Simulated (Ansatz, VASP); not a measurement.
## NaCl: VASP beside Ansatz

Contents of INCAR:

```
SYSTEM = NaCl
ALGO = Normal ; EDIFF = 1E-6
ENCUT = 520 ; GGA = PE
ISIF = 2 ; ISMEAR = -1
LASPH = .TRUE. ; LCHARG = .FALSE.
LREAL = .FALSE. ; LWAVE = .FALSE.
NBANDS = 14 ; NELM = 80
PREC = Accurate ; SIGMA = 0.05
```

Contents of KPOINTS:

```
k-points
0
G
  8 8 8
  0 0 0
```

Contents of POSCAR:

```
NaCl
1.0
    0.0000000000      2.7753105505      2.7753105505
    2.7753105505      0.0000000000      2.7753105505
    2.7753105505      2.7753105505      0.0000000000
Cl Na
1 1
Direct
    0.5000000000      0.5000000000      0.5000000000
    0.0000000000      0.0000000000      0.0000000000
```

input.yaml

```yaml
crystal:
  lattice:
    - [0.0, 2.7753105505, 2.7753105505]
    - [2.7753105505, 0.0, 2.7753105505]
    - [2.7753105505, 2.7753105505, 0.0]
  atoms:
    - { symbol: Cl, position: [0.5, 0.5, 0.5] }
    - { symbol: Na, position: [0.0, 0.0, 0.0] }
kpoints:
  mp_grid: { grid: [8, 8, 8] }
scf:
  occupations: { method: fermi_dirac, width: 0.05 }
hamiltonian:
  xc: pbe
  pseudopotentials: { kind: all_electron, lapw: { basis_error: 0.0005 } }
output:
  forces: true
  stress: true
  eigenvalues: true
```

Change from the starting cell: volume scaled by 0.98.

Alike in both runs: task single point; functional PBE; k mesh 8 × 8 × 8; occupations fermi-dirac, width 0.05 eV; no spin polarisation.

```csv
,VASP,Ansatz
version,VASP 6.6.1,Ansatz 0.2.0
potentials or method,"VASP PAW PBE potentials, release 64 (Cl, Na_pv)","all-electron LAPW, scalar-relativistic"
plane-wave cutoff (eV),520,see its input
```

|  | VASP | Ansatz | Ansatz less VASP |
| --- | --- | --- | --- |
| gap on the k mesh at the Fermi level (eV) | 5.30 | 5.30 | +0.001 |
| least direct gap on the mesh (eV) | 5.30 | 5.30 | +0.001 |
| pressure (GPa) | 2.2 | 2.2 | +0.04 |

Ansatz ran all-electron here, so the differences hold the error of VASP's frozen core and of both bases.
